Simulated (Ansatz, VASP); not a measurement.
**One calculation of Au, two programs**

```xyz
1
Lattice="0.0000 2.0516 2.0516 2.0516 0.0000 2.0516 2.0516 2.0516 0.0000" Properties=species:S:1:pos:R:3 pbc="T T T"
Au    0.0000    0.0000    0.0000
```

Alike in both runs: functional PBE; dispersion D3(BJ); k mesh 18 × 18 × 18; occupations gaussian, width 0.1 eV; no spin polarisation.

Ansatz relaxed the structure, and its values are those at the end. VASP's run is a single point on that final structure, the one shown.

|  | VASP | Ansatz |
| --- | --- | --- |
| version | VASP 6.6.1 | Ansatz 0.2.0 |
| potentials or method | VASP PAW PBE potentials, release 64 (Au) | scalar-relativistic, plane waves, PAW |
| plane-wave cutoff (eV) | 520 | 420 |
| valence electrons in the cell | 11 | 19 |

Ansatz gave:

```
gap on the k mesh at the Fermi level (eV) : none
pressure (GPa)                            : 0.0
```

Q: What did VASP give for the same quantities?

A: gap on the k mesh at the Fermi level (eV): none; pressure (GPa): -0.2.

A gap of «none» marks a metal or a gap that the smearing closes. The two sets of potentials don't hold the same shells in valence.

Caveats: pairwise dispersion overbinds metals, which lowers pressure and volume. The runs have no spin-orbit coupling, so splittings on Au are missing.
